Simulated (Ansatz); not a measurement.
## CsPbCl3 under changes of volume

One of the cells (35.217 Å³/atom); the others are scaled copies at fixed shape and fractional positions:

```xyz
5
Lattice="5.6050 0.0000 0.0000 0.0000 5.6050 0.0000 0.0000 0.0000 5.6050" Properties=species:S:1:pos:R:3 pbc="T T T"
Pb    2.8025    2.8025    2.8025
Cs    0.0000    0.0000    0.0000
Cl    2.8025    0.0000    2.8025
Cl    0.0000    2.8025    2.8025
Cl    2.8025    2.8025    0.0000
```

| Quantity | Value |
| --- | --- |
| Program | Ansatz 0.2.0 |
| Functional | PBE |
| Potentials or basis | Ansatz PAW |
| Cutoff | 420 eV (not typed: the program's choice for these potentials) |
| k mesh | 5 × 5 × 5 |
| Occupations | fermi-dirac, width 0.05 eV |
| Spin | no spin polarisation |

```csv
volume (Å³/atom),energy over the lowest point (meV/atom),pressure (GPa),gap on the mesh (eV)
33.104,48.17,3.8,2.80
33.809,33.11,3.0,2.85
34.513,21.27,2.4,2.91
35.217,?,?,?
35.922,5.95,1.2,3.00
36.626,1.93,0.7,3.04
37.330,0.00,0.2,3.07
```

Q: What does the run at 35.217 Å³/atom give?

A: Energy over the lowest point 12.32 meV/atom; pressure 1.7 GPa; gap on the mesh 2.95 eV.

Worked out: A Birch-Murnaghan fit of order 3 (a polynomial in V^(-2/3)) to the other rows has its minimum at 37.69 Å³/atom, just outside them, with B0 = V·E''(V) = 22 GPa and B' = 4.6. It gives 12.32 meV/atom at 35.217 Å³/atom, against the run's 12.32, and -dE/dV = 1.7 GPa, against 1.7. A parabola through the other rows of the gap, of slope 2.27 eV per unit of ln V (its deformation potential) there, gives 2.96 eV, against the run's 2.95.

Energies are extrapolated to zero smearing.

Caveats: odd divisions of the mesh miss points on the zone boundary, where band edges often lie, so the gap on the mesh can be too wide; spin-orbit coupling is left out, which as a rule narrows the gap of such compounds by several tenths of an eV.

A mesh can miss the band edges.
